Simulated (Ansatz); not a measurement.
SiNi: enthalpy under pressure, worked through

Computed with DFT PBEsol, scalar-relativistic, plane waves, PAW (Ansatz 0.2.0). Settings: 420 eV cutoff, 14×12×10 k-mesh, Gaussian smearing of 0.10 eV, no spin polarisation.

The relaxed crystal:

```
CELL_PARAMETERS angstrom
2.99479 0.00000 0.00000
0.00000 3.23460 0.00000
0.00000 0.00000 4.67247
ATOMIC_POSITIONS crystal
Si 0.50000 0.50000 0.84261
Si 0.00000 0.00000 0.15739
Ni 0.50000 0.50000 0.34329
Ni 0.00000 0.00000 0.65671
```

Cell and atoms were relaxed at each target pressure within the start's symmetry (Pmmn), at zero temperature; other phases can be more stable under pressure. H = E + PV with P the target; E is the free energy at the smearing used, whose derivative the pressure is, per atom and counted from zero pressure. Spin polarisation was left out, and a magnetic state may lie lower. The mesh named is that at zero pressure; some other pressures ran on another.

```tsv
P (GPa)	V (Å³/atom)	E − E0 (meV)	H − H0 (meV)
0	11.315	0.0	0.0
1	11.255	0.2	70.4
4	11.073	2.9	279.4
12	10.651	22.8	820.5
25	10.143	80.5	1663.3
50	9.425	245.8	3187.0
90	8.654	575.9	5437.0
```

Question: Thermodynamics gives dH/dP = V along a relaxed path. Integrate V over P by the trapezoid rule and compare with the computed enthalpies.

Answer: With 1 eV/Å³ = 160.22 GPa, each step adds the mean volume times ΔP / 160.22:
```csv
P (GPa),∫V dP (meV),H − H0 (meV),difference (meV)
1,70.4,70.4,0.0
4,279.5,279.4,0.1
12,821.8,820.5,1.4
25,1665.5,1663.3,2.2
50,3192.2,3187.0,5.2
90,5448.9,5437.0,11.8
```

V(P) curves upward, so the trapezoid rule runs high; integrating a smooth curve through the same points (P as a polynomial of degree 4 in ln V) puts that excess at about 11.7 meV at 90 GPa, against the 11.8 meV found.

Question: At 90 GPa, how much of the enthalpy change is stored energy and how much is the PV term?

Answer: E rises by 576 meV/atom and PV is 90 × 8.654 / 160.22 = 4861 meV/atom, so PV makes 89 % of ΔH. So between rival structures at high pressure a small difference in volume can outweigh the difference in energy: 1 % of this volume is worth 48.6 meV/atom at this pressure.

Question: What bulk modulus do the lowest pressures give, and how is the compression shared among the axes?

Answer: From the pressures that the runs reached, -0.99 GPa (11.377 Å³) and 0.98 GPa (11.255 Å³), B = −ΔP/Δln V = 1.97 / 0.0107 = 184 GPa, a mean over that range. The linear compressibilities −Δln(length)/ΔP are 3.32 along a, 1.09 along b, 1.03 along c (in TPa⁻¹). With fixed angles they add up to 1/B: 5.44 against 5.44. Softest: a, at 61 % of the volume change per axis.

This form isn't the usual stable structure of the compound.